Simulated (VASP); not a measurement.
# BaTiO3 (Pm-3m) in VASP: settings compared

Aim: see how the results for BaTiO3 move with the level of theory and the settings. Levels: PBEsol, r2SCAN. Tasks: relaxation of cell and atoms.

Everything below comes from runs of VASP 6.6.1. Logs are shortened: lines on timing, memory, paths and dates and some standing lists are left out, and cuts for length are marked.

### Step 1. The structure

It takes space group Pm-3m (No. 221, cubic). The conventional cell has a = 4.006 Å, b = 4.006 Å, c = 4.006 Å, α = 90.00°, β = 90.00°, γ = 90.00°. Ba (site symmetry m-3m) is surrounded by 12 O at 2.83 Å. Ti (site symmetry m-3m) has 6 O at 2.00 Å as nearest neighbours. O (site symmetry 4/mmm) has 2 Ti at 2.00 Å as nearest neighbours.

### Step 2. Relaxation of cell and atoms, PBEsol, target pressure 10 GPa, at which the enthalpy is minimised

The input, INCAR:

```
SYSTEM = BaTiO3
ALGO = Normal ; EDIFF = 1E-6
EDIFFG = -0.01 ; ENCUT = 600
GGA = PS ; IBRION = 2
ISIF = 3 ; ISMEAR = -1
LASPH = .True. ; LCHARG = .False.
LREAL = .False. ; LWAVE = .False.
NELM = 100 ; NSW = 60
PREC = Accurate ; PSTRESS = 100
SIGMA = 0.05
```

The input, KPOINTS:

```
k-points
0
Gamma
  5 5 5
  0 0 0
```

The input, POSCAR:

```
BaTiO3
1.0
    4.0060000000      0.0000000000      0.0000000000
    0.0000000000      4.0060000000      0.0000000000
    0.0000000000      0.0000000000      4.0060000000
Ba Ti O
1 1 3
Direct
    0.5000000000      0.5000000000      0.5000000000
    0.0000000000      0.0000000000      0.0000000000
    0.0000000000      0.0000000000      0.5000000000
    0.0000000000      0.5000000000      0.0000000000
    0.5000000000      0.0000000000      0.0000000000
```

Potentials or basis: VASP PAW PBE potentials, release 64 (Ba_sv, Ti_sv, O).

Command:

```sh
$ cat potpaw_PBE.64/Ba_sv/POTCAR potpaw_PBE.64/Ti_sv/POTCAR potpaw_PBE.64/O/POTCAR > POTCAR
$ mpirun -np 1 vasp_std > vasp.out
```

OUTCAR:

```text
SYSTEM = BaTiO3
   EDIFF = 1E-6
   EDIFFG = -0.01
   ENCUT = 600
   GGA = PS
   IBRION = 2
   ISIF = 3
   ISMEAR = -1
   LASPH = .True.
   LREAL = .False.
   NELM = 100
   NSW = 60
   PREC = Accurate
   PSTRESS = 100

 ion  position               nearest neighbor table
   1  0.500  0.500  0.500-   3 2.83   4 2.83   5 2.83   4 2.83   5 2.83   3 2.83   5 2.83   5 2.83
                             3 2.83   4 2.83   4 2.83   3 2.83   2 3.47   2 3.47   2 3.47   2 3.47
   2  0.000  0.000  0.000-   3 2.00   4 2.00   5 2.00   3 2.00   4 2.00   5 2.00   1 3.47   1 3.47
                             1 3.47   1 3.47   1 3.47   1 3.47   1 3.47   1 3.47
   3  0.000  0.000  0.500-   2 2.00   2 2.00   1 2.83   1 2.83   1 2.83   1 2.83
   4  0.000  0.500  0.000-   2 2.00   2 2.00   1 2.83   1 2.83   1 2.83   1 2.83
   5  0.500  0.000  0.000-   2 2.00   2 2.00   1 2.83   1 2.83   1 2.83   1 2.83

  LATTYP: Found a simple cubic cell.
 ALAT       =     4.0060000000

  Lattice vectors:

 A1 = (   4.0060000000,   0.0000000000,   0.0000000000)
 A2 = (   0.0000000000,   4.0060000000,   0.0000000000)
 A3 = (   0.0000000000,   0.0000000000,   4.0060000000)

Analysis of symmetry for initial positions (statically):
=====================================================================
 Subroutine PRICEL returns:
 Original cell was already a primitive cell.

 Routine SETGRP: Setting up the symmetry group for a
 simple cubic supercell.

 Subroutine GETGRP returns: Found 48 space group operations
 (whereof 48 operations were pure point group operations)
 out of a pool of 48 trial point group operations.

The static configuration has the point symmetry O_h .

Analysis of symmetry for dynamics (positions and initial velocities):
=====================================================================
 Subroutine PRICEL returns:
 Original cell was already a primitive cell.

 Routine SETGRP: Setting up the symmetry group for a
 simple cubic supercell.

 Subroutine GETGRP returns: Found 48 space group operations
 (whereof 48 operations were pure point group operations)
 out of a pool of 48 trial point group operations.

The dynamic configuration has the point symmetry O_h .

 Subroutine INISYM returns: Found 48 space group operations
 (whereof 48 operations are pure point group operations),
 and found     1 'primitive' translations

----------------------------------------------------------------------------------------

                                     Primitive cell

[... 69 lines left out ...]
   NGX,Y,Z   is equivalent  to a cutoff of  13.28, 13.28, 13.28 a.u.
   NGXF,Y,Z  is equivalent  to a cutoff of  26.56, 26.56, 26.56 a.u.
 SYSTEM =  BaTiO3
   PREC   = accura    normal or accurate (medium, high low for compatibility)
   ISTART =      0    job   : 0-new  1-cont  2-samecut
   ICHARG =      2    charge: 1-file 2-atom 10-const
   ISPIN  =      1    spin polarized calculation?
   LNONCOLLINEAR =      F non collinear calculations
   LSORBIT =      F    spin-orbit coupling
   LASPH  =      T    aspherical Exc in radial PAW
   ENCUT  =  600.0 eV  44.10 Ry    6.64 a.u.   8.00  8.00  8.00*2*pi/ulx,y,z
   NELM   =    100;   NELMIN=  2; NELMDL= -5     # of ELM steps
   EDIFF  = 0.1E-05   stopping-criterion for ELM
   LREAL  =      F    real-space projection
   EDIFFG = -.1E-01   stopping-criterion for IOM
   NSW    =     60    number of steps for IOM
   IBRION =      2    ionic relax: 0-MD 1-quasi-New 2-CG
   NFREE  =      1    steps in history (QN), initial steepest desc. (CG)
   ISIF   =      3    stress and relaxation
   ISYM   =      2    0-nonsym 1-usesym 2-fastsym
   POTIM  = 0.5000    time-step for ionic-motion
   TEBEG  =    0.0;   TEEND  =   0.0 temperature during run
   PSTRESS=  100.0 pullay stress
   NELECT =      40.0000    total number of electrons
   NUPDOWN=      -1.0000    fix difference up-down
   EMIN   =  10.00;   EMAX   =-10.00  energy-range for DOS
   EFERMI =   0.00;   METHOD = LEGACY
   ISMEAR =    -1;   SIGMA  =   0.05  broadening in eV -4-tet -1-fermi 0-gaus
   EFERMI_NEDOS =   21; number of points for ismear=-14 and -15
   IALGO  =     38    algorithm
   IMIX   =      4    mixing-type and parameters
     AMIX     =   0.40;   BMIX     =  1.00
     AMIX_MAG =   1.60;   BMIX_MAG =  1.00
  volume/ion in A,a.u.               =      12.86        86.77
  Fermi-wavevector in a.u.,A,eV,Ry     =   1.397603  2.641087 26.576187  1.953295
  Thomas-Fermi vector in A             =   2.520843
   LORBIT       =      0    0 simple, 1 ext, 2 COOP (PROOUT), +10 PAW based schemes
   GGA     = PS    functional components
   LHFCALC =     F    Hartree Fock is set to
   AEXX    =    0.0000 exact exchange contribution
   IVDW    =     0    specifies the selected vdW correction
   LEPSILON=     F    determine dielectric tensor
   LRPA    =     F    only Hartree local field effects (RPA)
 conjugate gradient relaxation of ions
 non-spin polarized calculation
  energy-cutoff  :      600.00
  volume of cell :       64.29
 maximum number of plane-waves:      2164
   NGX = 17   NGY = 17   NGZ = 17

--------------------------------------- Ionic step        1  -------------------------------------------

 number of electron      39.9999998 magnetization

 Free energy of the ion-electron system (eV)
  ---------------------------------------------------
  ext. energy  EPLUGINS =         0.00000000
  ---------------------------------------------------
  free energy    TOTEN  =       -41.97571099 eV

  energy without entropy =      -41.97571098  energy(sigma->0) =      -41.97571098

------------------------ aborting loop because EDIFF is reached ----------------------------------------

  FORCE on cell =-STRESS in cart. coord.  units (eV):
  Direction    XX          YY          ZZ          XY          YZ          ZX
  --------------------------------------------------------------------------------------
  -------------------------------------------------------------------------------------
  Total       -1.1881123     -1.1881123     -1.1881123     -0.0000000     -0.0000000     -0.0000000
  in kB      -29.6097845    -29.6097845    -29.6097845     -0.0000000     -0.0000000     -0.0000000
  external PRESSURE =    -129.6097845 kB  Pullay stress =     100.0000000 kB
[... 110 lines left out ...]
--------------------------------------- Ionic step        4  -------------------------------------------

 number of electron      39.9999976 magnetization

 Free energy of the ion-electron system (eV)
  ---------------------------------------------------
  ext. energy  EPLUGINS =         0.00000000
  ---------------------------------------------------
  free energy    TOTEN  =       -41.89424343 eV

  energy without entropy =      -41.89424343  energy(sigma->0) =      -41.89424343

 E-fermi :   5.0902     XC(G=0): -11.8609

 val. band max:        4.1293730402   @ k =   0.0000   0.0000   0.0000
 cond. band min:       6.0193086554   @ k =   0.0000   0.0000   0.0000
 fundamental gap:      1.8899356152
 Fermi energy:         5.0902153693

 k-point     1 :       0.0000    0.0000    0.0000
  band No.  band energies     occupation
      1     -51.8933      2.00000
      2     -28.2583      2.00000
      3     -28.2583      2.00000
      4     -28.2583      2.00000
      5     -20.4281      2.00000
      6     -12.7487      2.00000
[... 295 lines left out ...]
  energy  without entropy=      -41.8942434273  energy(sigma->0) =      -41.89424343

  enthalpy is  TOTEN    =       -38.1423749817 eV   P V=        3.7518684469

 reached required accuracy - stopping structural energy minimisation
```

CONTCAR:

```text
BaTiO3
   1.00000000000000
     3.9172930453069825   -0.0000000000000000   -0.0000000000000000
    -0.0000000000000000    3.9172930453069825    0.0000000000000000
    -0.0000000000000000   -0.0000000000000000    3.9172930453069825
  Ba              Ti              O
     1     1     3
Direct
     0.5000000000000000    0.5000000000000000    0.5000000000000000
     0.0000000000000000    0.0000000000000000    0.0000000000000000
     0.0000000000000000    0.0000000000000000    0.5000000000000000
     0.0000000000000000    0.5000000000000000    0.0000000000000000
     0.5000000000000000    0.0000000000000000    0.0000000000000000

  0.00000000E+00  0.00000000E+00  0.00000000E+00
  0.00000000E+00  0.00000000E+00  0.00000000E+00
  0.00000000E+00  0.00000000E+00  0.00000000E+00
  0.00000000E+00  0.00000000E+00  0.00000000E+00
  0.00000000E+00  0.00000000E+00  0.00000000E+00
```

Wall time 33 s (1 thread of AMD EPYC 9R45 (Zen 5), shared host); peak memory 0.17 GiB.

What came out:

| Item | Value |
| --- | --- |
| Free energy | -41.8942 eV |
| Relaxed volume | 12.02 Å³/atom |
| Relaxed cell | a = 3.917 Å, b = 3.917 Å, c = 3.917 Å, α = 90.00°, β = 90.00°, γ = 90.00° |
| Space group after relaxing (to 0.05 Å) | Pm-3m (No. 221) |
| Energy change on relaxing (the enthalpy is what falls) | +16.3 meV/atom |
| Ionic steps | 4 |
| Pressure after relaxing | 10.0 GPa |
| Band gap on the k mesh | 1.89 eV, direct |

Step by step:
| step | energy change (eV) | largest force (eV/Å) | pressure (GPa) | volume (Å³) |
| --- | --- | --- | --- | --- |
| 1 | 0.0000 | 0.0000 | -2.96 | 64.29 |
| 2 | 0.7349 | 0.0000 | 33.47 | 55.09 |
| 3 | 0.0765 | 0.0000 | 9.70 | 60.19 |
| 4 | 0.0815 | 0.0000 | 9.98 | 60.11 |

Final structure:
```yaml
crystal:
  lattice:
    - [3.91729, 0.00000, 0.00000]
    - [0.00000, 3.91729, 0.00000]
    - [0.00000, 0.00000, 3.91729]
  atoms:
    - { symbol: Ba, position: [0.50000, 0.50000, 0.50000] }
    - { symbol: Ti, position: [0.00000, 0.00000, 0.00000] }
    - { symbol: O, position: [0.00000, 0.00000, 0.50000] }
    - { symbol: O, position: [0.00000, 0.50000, 0.00000] }
    - { symbol: O, position: [0.50000, 0.00000, 0.00000] }
```

Caveat: the cell is relaxed towards a set pressure, so the enthalpy falls and the energy may rise; the PAW data sets were made with another functional, which shifts forces and pressure a little; spin-orbit coupling is left out, which moves the levels of the heavy elements; an odd mesh through Γ misses points on the zone boundary, where band edges often lie.

### Step 3. Relaxation of cell and atoms, PBEsol, target pressure 20 GPa, at which the enthalpy is minimised

Changes to INCAR since step 2:

```diff
@@ -8,3 +8,3 @@
 NELM = 100 ; NSW = 60
-PREC = Accurate ; PSTRESS = 100
+PREC = Accurate ; PSTRESS = 200
 SIGMA = 0.05
```

KPOINTS is that of step 2.

POSCAR is that of step 2.

Potentials or basis: VASP PAW PBE potentials, release 64 (Ba_sv, Ti_sv, O).

Command:

```sh
$ cat potpaw_PBE.64/Ba_sv/POTCAR potpaw_PBE.64/Ti_sv/POTCAR potpaw_PBE.64/O/POTCAR > POTCAR
$ mpirun -np 1 vasp_std > vasp.out
```

It took 54 s on 1 thread of AMD EPYC 9R45 (Zen 5), shared host; peak memory 0.17 GiB.

It converged, with:

```
Free energy                                            : -41.6702 eV
Relaxed volume                                         : 11.54 Å³/atom
Relaxed cell                                           : a = 3.864 Å, b = 3.864 Å, c = 3.864 Å, α = 90.00°, β = 90.00°, γ = 90.00°
Space group after relaxing (to 0.05 Å)                 : Pm-3m (No. 221)
Energy change on relaxing (the enthalpy is what falls) : +61.1 meV/atom
Ionic steps                                            : 7
Pressure after relaxing                                : 20.0 GPa
Band gap on the k mesh                                 : 1.91 eV, direct
```

The path:
```tsv
step	energy change (eV)	largest force (eV/Å)	pressure (GPa)	volume (Å³)
1	0.0000	0.0000	-2.96	64.29
2	3.0127	0.0000	84.49	48.62
3	0.2685	0.0000	18.63	58.00
4	0.2979	0.0000	19.71	57.75
5	0.3136	0.0000	20.29	57.62
6	0.2944	0.0000	19.60	57.78
7	0.3055	0.0000	20.00	57.69
```

Final structure:
```
Ba Ti O
1.0
     3.86393    0.00000    0.00000
     0.00000    3.86393    0.00000
     0.00000    0.00000    3.86393
Ba Ti O
1 1 3
Direct
  0.50000 0.50000 0.50000
  0.00000 0.00000 0.00000
  0.00000 0.00000 0.50000
  0.00000 0.50000 0.00000
  0.50000 0.00000 0.00000
```

Levels at points of the mesh, in eV from the valence-band top:
```
           k point  band 17  band 18  band 19  band 20  band 21  band 22  band 23  band 24
(0.00, 0.00, 0.00)    -1.27     0.00     0.00     0.00     1.91     1.91     1.91     4.67
```

Caveat: the cell is relaxed towards a set pressure, so the enthalpy falls and the energy may rise; the PAW data sets were made with another functional, which shifts forces and pressure a little; spin-orbit coupling is left out, which moves the levels of the heavy elements; an odd mesh through Γ misses points on the zone boundary, where band edges often lie.

(Part 1 of 2 ends here.)
